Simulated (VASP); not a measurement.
**Mn: single point with PBE**

Crystal: Mn.

```
Mn
1.0
     2.48365    0.00000    0.00000
    -1.24182    2.15090    0.00000
     0.00000    0.00000    4.02620
Mn
2
Direct
  0.33333 0.66667 0.25000
  0.66667 0.33333 0.75000
```

This isn't the form of Mn at room conditions, which is a 58-atom cubic cell.

```
Program                : VASP 6.6.1
Task                   : single point
Functional             : PBE
Potentials or basis    : VASP PAW PBE potentials, release 64 (Mn_pv)
Cutoff                 : 900 eV
k mesh                 : 15 × 15 × 8
Occupations            : methfessel-paxton, width 0.05 eV
Spin                   : collinear spin, ferromagnetic start
Starting moments       : [4.0, 4.0] μB
Further INCAR settings : ADDGRID = False; ALGO = Normal; EDIFF = 1e-08
```

```
Pressure                                              : -1.3 GPa
Band gap on the k mesh                                : none (metal or under the smearing width)
Net moment                                            : 0.00 μB per cell
Valence electrons inside the program's atomic spheres : Mn 11.98
```

Stress tensor (GPa, compression positive):
```
-1.47  0.00  0.00
 0.00 -1.47  0.00
 0.00  0.00 -1.00
```

Levels at points of the mesh, in eV from the Fermi level:
Spin up:
| k point | band 9 | band 10 | band 11 | band 12 | band 13 | band 14 | band 15 | band 16 | band 17 | band 18 |
| --- | --- | --- | --- | --- | --- | --- | --- | --- | --- | --- |
| (0.00, 0.00, 0.00) | -0.97 | -0.93 | -0.93 | -0.46 | -0.46 | 0.06 | 0.06 | 0.73 | 1.61 | 1.61 |
| (0.00, 0.00, 0.50) | -1.53 | -1.53 | -1.01 | -1.01 | -1.01 | -1.01 | 1.19 | 1.19 | 1.19 | 1.19 |
Spin down:
| k point | band 11 | band 12 | band 13 | band 14 | band 15 | band 16 |
| --- | --- | --- | --- | --- | --- | --- |
| (0.00, 0.00, 0.00) | -0.93 | -0.46 | -0.46 | 0.06 | 0.06 | 0.73 |
| (0.00, 0.00, 0.50) | -1.01 | -1.01 | -1.01 | -1.01 | 1.19 | 1.19 |

Wall time 7.2 min on 1 thread of AMD EPYC 7571 (shared host), peak memory 0.28 GiB.

Caveat: the starting moments collapsed, and a magnetic state may lie lower.
